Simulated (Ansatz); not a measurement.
**Indium, dhcp under r²SCAN: structure, energy and stiffness**

What does r²SCAN give for indium in the dhcp structure? We relax it, solve it on a dense k-mesh, then scale the cell to 7 volumes from 88 to 112 % of the relaxed one and try a fit of the equation of state. Spin polarisation is left out. The k-meshes are 11×11×3 for the relaxation; 14×14×4 for the dense run; 12×12×4 for the volumes.

Program: Ansatz 0.2.0. Level of theory: DFT r2SCAN, plane waves (500 eV) with PAW, scalar-relativistic; PBE-made PAW files. These are calculated values, not measurements.

## Step 1: The system as given

Symmetry: P6_3/mmc, No. 194, hexagonal system. The conventional cell has a = 3.331 Å, b = 3.331 Å, c = 10.880 Å, α = 90.00°, β = 90.00°, γ = 120.00°. In (site symmetry -3m) is surrounded by 12 In at 3.33 Å. In (site symmetry -6m2) has 12 In at 3.33 Å as nearest neighbours.

Coordinates:

```
In
1.0
     3.33139    0.00000    0.00000
    -1.66570    2.88507    0.00000
     0.00000    0.00000   10.88033
In
4
Direct
  0.00000 0.00000 0.00000
  0.00000 0.00000 0.50000
  0.33333 0.66667 0.25000
  0.66667 0.33333 0.75000
```

## Step 2: Relaxing cell and atoms

The input, input.yaml:

```yaml
crystal:
  lattice:
    - [3.3313943041, 0.0, 0.0]
    - [-1.665697152, 2.8850720974, 0.0]
    - [0.0, 0.0, 10.8803337972]
  atoms:
    - { symbol: In, position: [0.0, 0.0, 0.0] }
    - { symbol: In, position: [0.0, 0.0, 0.5] }
    - { symbol: In, position: [0.3333333333, 0.6666666667, 0.25] }
    - { symbol: In, position: [0.6666666667, 0.3333333333, 0.75] }
hamiltonian:
  xc: r2scan
  pseudopotentials:
    kind: paw
    azcp:
      In: "pseudopotentials/In.paw.azcp"
basis:
  ecutwfc: 500
  fft_grid_basis: typed
kpoints:
  mp_grid: { grid: [11, 11, 3], shift: [0, 0, 0] }
magnetization:
  spin_polarized: false
scf:
  occupations: { method: fermi_dirac, width: 0.1 }
relax:
  max_steps: 60
  f_tol: 0.01
  cell: {}
```

Started as:

```sh
$ ansatz run input.yaml --threads 1 --pin off --max-ram 3584MiB --backend cpu --events-out ev --progress --plain --runs-dir out
```

What it wrote, shortened:

```text
[...]
Pseudopotentials: kind: paw
Pseudopotential: In, paw, valence charge 13, recommended cutoff 500 eV (meta_gga), <dir>
Functional definition: r2SCAN
[...]
Crystal: 4 atoms, lattice volume = 104.574 Å³
Basis set: ecut = 500 eV, 2631 PW (Γ), exchange–correlation on 100×100×320 points (64 copies of the dense FFT grid, shifted against one another)
Bands: 32, of which v1, the nominal top of the filled ones, is band 26 counted from 1 (25 counted from 0)
Symmetry: 24 space group operations
Space group: P63/mmc (ITA 194), of the structure as read, at distance tolerance 4.7e-5 Å
k-points: 32 of 363
[...]
SCF iter   1: F=—  HF=-22447.284377 eV  |F-HF|=—  |Δ(HF+E_count)|=         —  Δρ=8.12e-3  dr2=3.65e-2  dr2_τ=5.18e-3  ethr=1.77e-3  ⟨swp⟩=6.6  Hψ=4664  notcnv=0
[...]
relax step   1: F+E_penalty+E_count = -22447.30007858 eV  Δ(F+E_penalty+E_count) = +0.000e0 eV  max|allowed force component| = 1.041e-16 eV/Å  Δτ_max = 0.0000 Å  P = +0.241 GPa  Ω = 104.574 Å³  (7 SCF iters, dr2 threshold 1.00e-7 eV, accepted)
[...]
relax step   4: F+E_penalty+E_count = -22447.30099941 eV  Δ(F+E_penalty+E_count) = -2.955e-5 eV  max|allowed force component| = 1.596e-16 eV/Å  Δτ_max = 0.0000 Å  P = -0.003 GPa  Ω = 105.161 Å³  energy of the carried Pulay correction = -7.162e-5 eV  (6 SCF iters, dr2 threshold 9.81e-9 eV, accepted)
[...]
relax step   5: F+E_penalty+E_count = -22447.30107831 eV  Δ(F+E_penalty+E_count) = -7.890e-5 eV  max|allowed force component| = 9.252e-17 eV/Å  Δτ_max = 0.0000 Å  P = -0.002 GPa  Ω = 105.161 Å³  stress off target by 2.01e-3 GPa  SCF on the basis re-selected at this cell (its energy is not [...]
SCF converged after 5 iterations
Free energy (F): -22447.301078 eV
[...]
E sigma→0 (E₀):  -22447.273952 eV
Entropy (-TS):   -0.054253 eV (-13.563 meV/atom)
Fermi energy:    10.148851 eV
[...]
--- Forces (eV/Å), atoms counted from 1 ---
  atom   1  In    -0.00000000     0.00000000    -0.00000000
  atom   2  In    -0.00000000     0.00000000     0.00000000
  atom   3  In     0.00000000    -0.00000000     0.00000000
  atom   4  In    -0.00000000     0.00000000     0.00000000
[...]
--- Stress (GPa, compression-positive) ---
       -0.002013       0.000000       0.000000
        0.000000      -0.002013       0.000000
        0.000000       0.000000      -0.001034
  P = ⅓ Tr σ = -0.0017 GPa (-0.017 kbar)
--- Relaxed structure (4 steps of the walk, 4 accepted, 1 SCFs on fresh bases) ---
  F+E_penalty+E_count = -22447.30107831 eV   max|allowed force component| = 9.252e-17 eV/Å   (the final SCF, on the basis selected at the relaxed cell)
  cell:  # Å, volume = 105.1605 Å³
    - [3.3467064029544495, -2.900022455905482e-11, 0.0]
    - [-1.67335320145211, 2.8983327639810934, 0.0]
    - [0.0, 0.0, 10.841438652822413]
  atoms:
    - { symbol: In, position: [-2.29452398096024e-34, 2.155630281921353e-34, -3.872097889525472e-36] }
    - { symbol: In, position: [-2.850815666617721e-34, 1.043046910589691e-34, 0.5] }
    - { symbol: In, position: [0.3333333333333333, 0.6666666666666667, 0.25] }
    - { symbol: In, position: [0.6666666666666667, 0.33333333333333337, 0.7499999999999999] }
```

Wall time 76 s (1 thread of Intel Xeon Platinum 8259CL at 2.50GHz (Skylake/Cascade Lake), shared host); peak memory 0.82 GiB.

Relaxation path:

```
step  energy change (meV/atom)  largest force (eV/Å)  pressure (GPa)  volume (Å³/atom)
   1                      0.00                0.0000            0.24            26.144
   2                     -0.19                0.0000           -0.02            26.304
   3                     -0.22                0.0000           -0.03            26.305
   4                     -0.23                0.0000            0.00            26.290
   5                     -0.25                0.0000            0.00            26.290
```

Steps that repeat a cell are solved on a basis chosen anew, so their changes of energy are no gain of the relaxation.

The cell of the run, before and after:

|  | before | after | change |
| --- | --- | --- | --- |
| a (Å) | 3.331 | 3.347 | +0.5 % |
| b (Å) | 3.331 | 3.347 | +0.5 % |
| c (Å) | 10.880 | 10.841 | -0.4 % |
| volume (Å³/atom) | 26.144 | 26.290 | +0.6 % |
| shortest distance (Å) | 3.331 | 3.329 | -0.1 % |
| space group (spins left aside) | P6_3/mmc | P6_3/mmc | same |

## Step 3: Dense single point

The input, input.yaml:

```yaml
crystal:
  lattice:
    - [3.346706403, 0.0, 0.0]
    - [-1.6733532015, 2.898332764, 0.0]
    - [0.0, 0.0, 10.8414386528]
  atoms:
    - { symbol: In, position: [1.0, 0.0, 1.0] }
    - { symbol: In, position: [1.0, 0.0, 0.5] }
    - { symbol: In, position: [0.3333333333, 0.6666666667, 0.25] }
    - { symbol: In, position: [0.6666666667, 0.3333333333, 0.75] }
hamiltonian:
  xc: r2scan
  pseudopotentials:
    kind: paw
    azcp:
      In: "pseudopotentials/In.paw.azcp"
basis:
  ecutwfc: 500
  fft_grid_basis: typed
kpoints:
  mp_grid: { grid: [14, 14, 4], shift: [0, 0, 0] }
magnetization:
  spin_polarized: false
scf:
  occupations: { method: fermi_dirac, width: 0.1 }
```

Started as:

```sh
$ ansatz run input.yaml --threads 1 --pin off --max-ram 3584MiB --backend cpu --events-out ev --progress --plain --runs-dir out
```

What it wrote, shortened:

```text
[...]
Pseudopotentials: kind: paw
Pseudopotential: In, paw, valence charge 13, recommended cutoff 500 eV (meta_gga), <dir>
Functional definition: r2SCAN
[...]
Crystal: 4 atoms, lattice volume = 105.161 Å³
Basis set: ecut = 500 eV, 2631 PW (Γ), exchange–correlation on 100×100×320 points (64 copies of the dense FFT grid, shifted against one another)
Bands: 30, of which v1, the nominal top of the filled ones, is band 26 counted from 1 (25 counted from 0)
Symmetry: 24 space group operations
Space group: P63/mmc (ITA 194), of the structure as read, at distance tolerance 4.7e-5 Å
k-points: 72 of 784
[...]
SCF iter   1: F=—  HF=-22447.260051 eV  |F-HF|=—  |Δ(HF+E_count)|=         —  Δρ=8.11e-3  dr2=3.72e-2  dr2_τ=5.03e-3  ethr=1.77e-3  ⟨swp⟩=6.8  Hψ=20915  notcnv=0  defer=11
[...]
SCF iter   7: F=-22447.275963 eV  HF=-22447.275963 eV  |F-HF|=2.84e-8  |Δ(HF+E_count)|=   3.21e-7  Δρ=5.43e-6  dr2=2.94e-8  dr2_τ=3.10e-10  ethr=1.92e-10  ⟨swp⟩=3.0  Hψ=5004  notcnv=0
[...]
SCF converged after 7 iterations
Free energy (F): -22447.275963 eV
[...]
E sigma→0 (E₀):  -22447.247250 eV
Entropy (-TS):   -0.057427 eV (-14.357 meV/atom)
Fermi energy:    10.161726 eV
[...]
```

It took 37 s on 1 thread of Intel Xeon Platinum 8259CL at 2.50GHz (Skylake/Cascade Lake), shared host; peak memory 0.83 GiB.

## Step 4: Equation of state: 88 %

Changes to input.yaml since step 3:

```diff
@@ -2,5 +2,5 @@
   lattice:
-    - [3.346706403, 0.0, 0.0]
-    - [-1.6733532015, 2.898332764, 0.0]
-    - [0.0, 0.0, 10.8414386528]
+    - [3.207095103, 0.0, 0.0]
+    - [-1.6035475515, 2.7774258315, 0.0]
+    - [0.0, 0.0, 10.3891768881]
   atoms:
@@ -20,3 +20,3 @@
 kpoints:
-  mp_grid: { grid: [14, 14, 4], shift: [0, 0, 0] }
+  mp_grid: { grid: [12, 12, 4], shift: [0, 0, 0] }
 magnetization:
@@ -25 +25,8 @@
   occupations: { method: fermi_dirac, width: 0.1 }
+  lower_state_search: "off"
+output:
+  stress: true
+  write_density: true
+  write_potential: true
+  elf: true
+  volumetric_format: npy
```

Started as:

```sh
$ ansatz run input.yaml --threads 1 --pin off --max-ram 3584MiB --backend cpu --events-out ev --progress --plain --runs-dir out
```

What it wrote:

```text
Engine: ansatz 0.2.0, x86_64-unknown-linux-gnu
Pseudopotentials: kind: paw
Pseudopotential: In, paw, valence charge 13, recommended cutoff 500 eV (meta_gga), <dir>
Functional definition: r2SCAN
  parameter k0 = 0.174
  parameter k1 = 0.065
  parameter a1 = 4.9479
  exchange = r2scan_x(k0 = k0, k1 = k1, a1 = a1)
  correlation = r2scan_c
Crystal: 4 atoms, lattice volume = 92.541 Å³
Basis set: ecut = 500 eV, 2347 PW (Γ), exchange–correlation on 96×96×320 points (64 copies of the dense FFT grid, shifted against one another)
Bands: 32, of which v1, the nominal top of the filled ones, is band 26 counted from 1 (25 counted from 0)
Symmetry: 24 space group operations
Space group: P63/mmc (ITA 194), of the structure as read, at distance tolerance 4.5e-5 Å
k-points: 57 of 576
Non-local potential: In, projectors of the file, l = 0: 2, l = 1: 2, l = 2: 2, l = 3: 2
PAW form: soft (Blöchl's): semilocal exchange-correlation on the pseudo side does not see the compensation charge
PAW frozen core: In, regenerated for the run's functional (the file was generated under x = pbe(κ = 0.804, μ = 0.2195149727645171), c = pbe(β = 0.06672455060314922))
PAW one-centre angular grid: In, 590 points (default); XC on 289 of its mesh's 2783 points in the sphere
Initial density: superposition of atomic densities (neutral atoms: chi_scale 0, normalization atom), corrected by the library's trained network
Initial wavefunctions: pseudopotential atomic-orbital guess
Functional: x = r2scan, c = r2scan; τ floored in thin density (d = 2e-4 eV/Å³)
SCF iter   1: F=-22447.004020 eV  HF=-22446.988654 eV  |F-HF|=1.54e-2  |Δ(HF+E_count)|=         —  Δρ=8.47e-3  dr2=3.73e-2  dr2_τ=9.13e-3  ethr=1.77e-3  ⟨swp⟩=6.6  Hψ=8560  notcnv=0  defer=2
preconditioner: auto → Kerker (q_TF=auto, 2.478 Å⁻¹)  [metal: Δε(μ)=0.055 eV  Ē_g=16.526 eV  σ=0.100 eV  W_gap=0.14  n_scr=26 (ndim 8)  ℏωp=27.8 eV  f_vac=0.000  D(μ)=1.42/eV (n_scr^D=4)]
SCF iter   2: F=-22447.017009 eV  HF=-22447.018723 eV  |F-HF|=1.71e-3  |Δ(HF+E_count)|=   3.01e-2  Δρ=3.49e-3  dr2=6.67e-3  dr2_τ=2.69e-4  ethr=7.17e-5  ⟨swp⟩=2.1  Hψ=4255  notcnv=0  defer=30
SCF iter   3: F=-22447.018876 eV  HF=-22447.018632 eV  |F-HF|=2.44e-4  |Δ(HF+E_count)|=   9.16e-5  Δρ=7.93e-4  dr2=5.21e-4  dr2_τ=5.23e-6  ethr=1.28e-5  ⟨swp⟩=2.1  Hψ=3444  notcnv=0  defer=30
SCF iter   4: F=-22447.019024 eV  HF=-22447.018986 eV  |F-HF|=3.79e-5  |Δ(HF+E_count)|=   3.54e-4  Δρ=2.71e-4  dr2=7.41e-5  dr2_τ=5.47e-7  ethr=1.00e-6  ⟨swp⟩=2.2  Hψ=3503  notcnv=0  defer=30
SCF iter   5: F=-22447.019049 eV  HF=-22447.019047 eV  |F-HF|=1.93e-6  |Δ(HF+E_count)|=   6.15e-5  Δρ=8.26e-5  dr2=4.80e-6  dr2_τ=1.34e-7  ethr=1.43e-7  ⟨swp⟩=2.0  Hψ=3289  notcnv=0  defer=30
SCF iter   6: F=-22447.019051 eV  HF=-22447.019051 eV  |F-HF|=4.19e-7  |Δ(HF+E_count)|=   3.59e-6  Δρ=2.10e-5  dr2=3.26e-7  dr2_τ=3.81e-9  ethr=9.23e-9  ⟨swp⟩=2.0  Hψ=3294  notcnv=0  defer=30
SCF iter   7: F=-22447.019051 eV  HF=-22447.019051 eV  |F-HF|=5.16e-8  |Δ(HF+E_count)|=   4.86e-7  Δρ=8.62e-6  dr2=5.06e-8  dr2_τ=4.42e-10  ethr=1.92e-10  ⟨swp⟩=11.4  Hψ=13075  notcnv=0
SCF 1 converged in 7 iterations: F = -22447.019051 eV  dr2 = 5.06e-8
SCF converged after 7 iterations
Free energy (F): -22447.019051 eV
Harris-Foulkes:  -22447.019051 eV  (|F-HF|=5.16e-8)
Internal energy: -22446.970713 eV  (E = F + TS)
E sigma→0 (E₀):  -22446.994882 eV
Entropy (-TS):   -0.048339 eV (-12.085 meV/atom)
Fermi energy:    12.093882 eV
--- Per-component energies (eV) ---
  E_band       = -36.346765
  E_kinetic    = 971.962771
  E_local      = -4003.607359  (includes V_loc(G=0)·N_el)
  E_nonlocal   = 1466.804702
  E_hartree    = 1583.479269
  E_xc         = -809.259102
  E_vxc        = -435.025607  (∫ρ·V_xc dr)
  E_paw        = -16726.927631  (= ΣΔE_a)
  E_vpaw       = -1234.126849  (= ΣTr[D̂ρ^β])
  E_aug_tail   = 0.000031  (compensation charges beyond the density's cutoff)
  E_vtau       = 30.683776  (kinetic-family band-sum trace: ∫τ·v_τ [+ j·A + Jᵃ·Aᵃ] dr)
  E_ewald      = -4933.285576
  E_core_change = 3.862183  (= ΣΔE_core)
  E_smearing   = -0.048339  (= −TS)
  E_closure    = 0.000000  (closes the sum)
  Σ components = -22447.019051   (vs F -22447.019051, Δ=0.00e0)
--- Stress (GPa, compression-positive) ---
        7.442837       0.000000       0.000000
        0.000000       7.442837       0.000000
        0.000000       0.000000       7.652744
  P = ⅓ Tr σ = 7.5128 GPa (75.128 kbar)
--- Band table (eV; the first three rows and the last of 57) ---
  k-point 0: bands = ["-3.5272", "-3.4520", "-3.4181", "-3.3951", "-3.3951", "-3.3765", "-3.3714", "-3.3714", "-3.3294", "-3.3294", "-3.3065", "-3.3065", "-3.1937", "-3.1937", "-3.0723", "-3.0723", "-3.0493", "-3.0493", "-2.9232", "-2.9232", "1.0770", "2.7143", "2.7249", "7.6266", "7.9038", "15.8669", "15.8694", "21.7262", "21.7262", "22.7361", "22.7361", "22.9223"]
  k-point 1: bands = ["-3.5197", "-3.4712", "-3.4037", "-3.3872", "-3.3872", "-3.3790", "-3.3661", "-3.3661", "-3.3382", "-3.3382", "-3.3191", "-3.3191", "-3.1779", "-3.1779", "-3.1062", "-3.1062", "-3.0112", "-3.0112", "-2.9347", "-2.9347", "1.1770", "1.9923", "3.6638", "6.1883", "9.5353", "13.5967", "18.2695", "21.8059", "21.8059", "22.3878", "22.3878", "23.1677"]
  k-point 2: bands = ["-3.4990", "-3.4990", "-3.3876", "-3.3876", "-3.3684", "-3.3684", "-3.3684", "-3.3684", "-3.3405", "-3.3405", "-3.3405", "-3.3405", "-3.1447", "-3.1447", "-3.1447", "-3.1447", "-2.9667", "-2.9667", "-2.9667", "-2.9667", "1.4800", "1.4800", "4.8222", "4.8222", "11.4798", "11.4798", "20.7529", "20.7529", "22.0362", "22.0362", "22.0362", "22.0362"]
  k-point 56: bands = ["-3.5480", "-3.5480", "-3.4315", "-3.4315", "-3.3065", "-3.3065", "-3.3054", "-3.3054", "-3.2222", "-3.2222", "-3.1998", "-3.1998", "-3.1205", "-3.1205", "-3.0877", "-3.0877", "-2.9581", "-2.9581", "-2.9145", "-2.9145", "8.7917", "8.7917", "8.9089", "8.9089", "9.8835", "9.8835", "12.0542", "12.0542", "12.4563", "12.4563", "13.0569", "13.0569"]
```

Run time: 34 s. Hardware: 1 thread of Intel Xeon Platinum 8259CL at 2.50GHz (Skylake/Cascade Lake), shared host; peak memory 0.82 GiB.

Density in a lattice plane of the grid's cell (edges 3.21 and 10.39 Å, at 0.000 of the third edge), which holds In.

Values in e/Å³, 12 rows by 6 columns:
```
 1.01  0.50  0.17  0.12  0.17  0.50
 0.12  0.13  0.17  0.21  0.17  0.13
 0.12  0.17  0.39  0.67  0.39  0.17
 0.12  0.13  0.17  0.21  0.17  0.13
 1.01  0.50  0.17  0.12  0.17  0.50
13.02  4.41  0.42  0.16  0.42  4.41
 1.01  0.50  0.17  0.12  0.17  0.50
 0.12  0.13  0.17  0.21  0.17  0.13
 0.12  0.17  0.39  0.67  0.39  0.17
 0.12  0.13  0.17  0.21  0.17  0.13
 1.01  0.50  0.17  0.12  0.17  0.50
13.02  4.41  0.42  0.16  0.42  4.41
```
Columns run along the first of these edges and rows up along the second, over one cell in 6 and 12 even steps from the bottom left corner. Atoms in the plane (fractional): In at (0.00, 1.00), In at (0.00, 0.50).

ELF in the same plane.

Ten even steps from '0' (0.00) to '9' (0.30):
```
36889886
88898988
99998999
99878789
99889889
99878789
99998999
88898988
36889886
00889880
36889886
88898988
99998999
99878789
99889889
99878789
99998999
88898988
36889886
00889880
```
Columns run along the first of these edges and rows up along the second, over one cell in 8 and 20 even steps from the bottom left corner. Atoms in the plane (fractional): In at (0.00, 1.00), In at (0.00, 0.50).

Both are smooth fields of the valence electrons: close to the nuclei they are not physical.

## Step 5: Equation of state: 92 %

Changes to input.yaml since step 4:

```diff
@@ -2,5 +2,5 @@
   lattice:
-    - [3.207095103, 0.0, 0.0]
-    - [-1.6035475515, 2.7774258315, 0.0]
-    - [0.0, 0.0, 10.3891768881]
+    - [3.2549692521, 0.0, 0.0]
+    - [-1.627484626, 2.8188860609, 0.0]
+    - [0.0, 0.0, 10.5442620939]
   atoms:
```

Started as:

```sh
$ ansatz run input.yaml --threads 1 --pin off --max-ram 3584MiB --backend cpu --events-out ev --progress --plain --runs-dir out
```

What it wrote, shortened:

```text
[...]
Pseudopotentials: kind: paw
Pseudopotential: In, paw, valence charge 13, recommended cutoff 500 eV (meta_gga), <dir>
Functional definition: r2SCAN
[...]
Crystal: 4 atoms, lattice volume = 96.748 Å³
Basis set: ecut = 500 eV, 2433 PW (Γ), exchange–correlation on 96×96×320 points (64 copies of the dense FFT grid, shifted against one another)
Bands: 32, of which v1, the nominal top of the filled ones, is band 26 counted from 1 (25 counted from 0)
Symmetry: 24 space group operations
Space group: P63/mmc (ITA 194), of the structure as read, at distance tolerance 4.6e-5 Å
k-points: 57 of 576
[...]
SCF iter   1: F=-22447.160473 eV  HF=-22447.149361 eV  |F-HF|=1.11e-2  |Δ(HF+E_count)|=         —  Δρ=8.32e-3  dr2=3.68e-2  dr2_τ=7.49e-3  ethr=1.77e-3  ⟨swp⟩=6.4  Hψ=8450  notcnv=0  defer=2
[...]
SCF iter   7: F=-22447.173652 eV  HF=-22447.173652 eV  |F-HF|=3.68e-8  |Δ(HF+E_count)|=   5.17e-7  Δρ=7.14e-6  dr2=3.66e-8  dr2_τ=3.44e-10  ethr=1.92e-10  ⟨swp⟩=11.4  Hψ=13125  notcnv=0
[...]
SCF converged after 7 iterations
Free energy (F): -22447.173652 eV
[...]
E sigma→0 (E₀):  -22447.149314 eV
Entropy (-TS):   -0.048676 eV (-12.169 meV/atom)
Fermi energy:    11.379899 eV
[...]
--- Stress (GPa, compression-positive) ---
        4.321381      -0.000000      -0.000000
       -0.000000       4.321381       0.000000
       -0.000000       0.000000       4.536546
  P = ⅓ Tr σ = 4.3931 GPa (43.931 kbar)
--- Band table (eV; the first three rows and the last of 57) ---
[...]
```

Run time: 34 s. Hardware: 1 thread of Intel Xeon Platinum 8259CL at 2.50GHz (Skylake/Cascade Lake), shared host; peak memory 0.81 GiB.

## Step 6: Equation of state: 96 %

Changes to input.yaml since step 5:

```diff
@@ -2,5 +2,5 @@
   lattice:
-    - [3.2549692521, 0.0, 0.0]
-    - [-1.627484626, 2.8188860609, 0.0]
-    - [0.0, 0.0, 10.5442620939]
+    - [3.3014750961, 0.0, 0.0]
+    - [-1.650737548, 2.8591613032, 0.0]
+    - [0.0, 0.0, 10.6949147635]
   atoms:
@@ -28,5 +28 @@
   stress: true
-  write_density: true
-  write_potential: true
-  elf: true
-  volumetric_format: npy
```

Started as:

```sh
$ ansatz run input.yaml --threads 1 --pin off --max-ram 3584MiB --backend cpu --events-out ev --progress --plain --runs-dir out
```

What it wrote, shortened:

```text
[...]
Pseudopotentials: kind: paw
Pseudopotential: In, paw, valence charge 13, recommended cutoff 500 eV (meta_gga), <dir>
Functional definition: r2SCAN
[...]
Crystal: 4 atoms, lattice volume = 100.954 Å³
Basis set: ecut = 500 eV, 2535 PW (Γ), exchange–correlation on 100×100×320 points (64 copies of the dense FFT grid, shifted against one another)
Bands: 30, of which v1, the nominal top of the filled ones, is band 26 counted from 1 (25 counted from 0)
Symmetry: 24 space group operations
Space group: P63/mmc (ITA 194), of the structure as read, at distance tolerance 4.7e-5 Å
k-points: 57 of 576
[...]
SCF iter   1: F=-22447.242979 eV  HF=-22447.236497 eV  |F-HF|=6.48e-3  |Δ(HF+E_count)|=         —  Δρ=8.26e-3  dr2=3.73e-2  dr2_τ=6.11e-3  ethr=1.77e-3  ⟨swp⟩=6.8  Hψ=17009  notcnv=0  defer=12
[...]
SCF iter   7: F=-22447.255672 eV  HF=-22447.255672 eV  |F-HF|=3.42e-8  |Δ(HF+E_count)|=   3.40e-7  Δρ=5.70e-6  dr2=2.96e-8  dr2_τ=2.56e-10  ethr=1.92e-10  ⟨swp⟩=5.0  Hψ=5805  notcnv=0
[...]
SCF converged after 7 iterations
Free energy (F): -22447.255672 eV
[...]
E sigma→0 (E₀):  -22447.230948 eV
Entropy (-TS):   -0.049449 eV (-12.362 meV/atom)
Fermi energy:    10.729570 eV
[...]
--- Stress (GPa, compression-positive) ---
        1.890732       0.000000       0.000000
       -0.000000       1.890732       0.000000
        0.000000       0.000000       2.084506
  P = ⅓ Tr σ = 1.9553 GPa (19.553 kbar)
```

It took 31 s on 1 thread of Intel Xeon Platinum 8259CL at 2.50GHz (Skylake/Cascade Lake), shared host; peak memory 0.86 GiB.

(Part 1 of 2 ends here.)
